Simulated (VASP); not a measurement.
Input of a VASP 6.6.1 run:

The input INCAR:

```
  PREC = Accurate
  ENCUT = 600
  EDIFF = 1E-7
  ISMEAR = 0
  SIGMA = 0.02
  LREAL = F
  LASPH = T
  NELM = 80
  ALGO = Normal
  ISIF = 3
  LWAVE = F
  LCHARG = F
  GGA = PS
  IBRION = 2
  NSW = 90
  EDIFFG = -0.005
```

File KPOINTS:

```
Automatic mesh
0
Gamma
  6 6 8
```

File POSCAR:

```
MgF2
1.0
    4.6151966100      0.0000000000      0.0000000000
    0.0000000000      4.6151966100      0.0000000000
    0.0000000000      0.0000000000      3.0477835100
Mg F
2 4
Direct
    0.5000000000      0.5000000000      0.5000000000
    0.0000000000      0.0000000000      0.0000000000
    0.6970798600      0.6970798600      0.0000000000
    0.8029201400      0.1970798600      0.5000000000
    0.3029201400      0.3029201400      0.0000000000
    0.1970798600      0.8029201400      0.5000000000
```

Potentials or basis: VASP PAW PBE potentials, release 64 (Mg, F).

Command:

```sh
$ cat potpaw_PBE.64/Mg/POTCAR potpaw_PBE.64/F/POTCAR > POTCAR
$ mpirun -np 1 vasp_std > vasp.out
```

Estimate the relaxed cell.

a = 4.624 Å, b = 4.624 Å, c = 3.053 Å, α = 90.00°, β = 90.00°, γ = 90.00°.

Estimate the band gap on the k mesh.

6.93 eV, direct.

Estimate the space group after relaxing (to 0.05 Å).

P4_2/mnm (No. 136).

Predict the relaxed volume.

10.88 Å³/atom.

Final structure:
```
Mg F
1.0
     4.62380    0.00000    0.00000
     0.00000    4.62380    0.00000
     0.00000    0.00000    3.05334
Mg F
2 4
Direct
  0.50000 0.50000 0.50000
  0.00000 0.00000 0.00000
  0.69678 0.69678 0.00000
  0.80322 0.19678 0.50000
  0.30322 0.30322 0.00000
  0.19678 0.80322 0.50000
```

Caveat: the PAW data sets were made with another functional, which shifts forces and pressure a little. A k mesh can miss the band edges.
